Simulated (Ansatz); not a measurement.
**How far is PAW off for La₂O₃?**

```
La O
1.0
     3.93000    0.00000    0.00000
    -1.96500    3.40348    0.00000
     0.00000    0.00000    6.30360
La O
2 3
Direct
  0.33333 0.66667 0.25000
  0.66667 0.33333 0.75000
  0.25000 0.25000 0.00000
  0.75000 0.00000 0.00000
  0.00000 0.75000 0.00000
```

Atoms are numbered in the order listed.

The cell comes from COD entry 1010278, which wasn't checked; take it as a given geometry. It is an old determination, and later ones may differ. The listed cell was then made from it by scaling, straining or moving an atom.

No spin–orbit coupling, which matters for the heavy atoms here.

All numbers are computed: DFT, PBE, PAW with Ansatz's default frozen-core files, scalar-relativistic (Ansatz 0.2.0); DFT, PBE, all-electron LAPW, scalar-relativistic (Ansatz 0.2.0).

For PAW: a Γ-centred 6×6×4 k mesh, Fermi–Dirac smearing of 0.02 eV, cutoff 420 eV, no spin polarisation; the mesh is coarse along some axis. LAPW targets a basis error of 1 meV/atom. The Ansatz runs share mesh, smearing and spin set-up. Plane-wave (PAW) pressures include the program's estimate of the Pulay term.

Stress and pressure are positive in compression.

PAW results:

```tsv
quantity	PAW
pressure (GPa)	35.82
stress xx (GPa)	47.28
stress zz (GPa)	12.90
force on La1, z (eV/Å)	0.763
force on O3, y (eV/Å)	6.560
```

(1) What does full-potential LAPW give for the same quantities?

## Answers

(1) 
```tsv
quantity	LAPW
pressure (GPa)	35.75
stress xx (GPa)	47.22
stress zz (GPa)	12.82
force on La1, z (eV/Å)	0.741
force on O3, y (eV/Å)	6.558
```
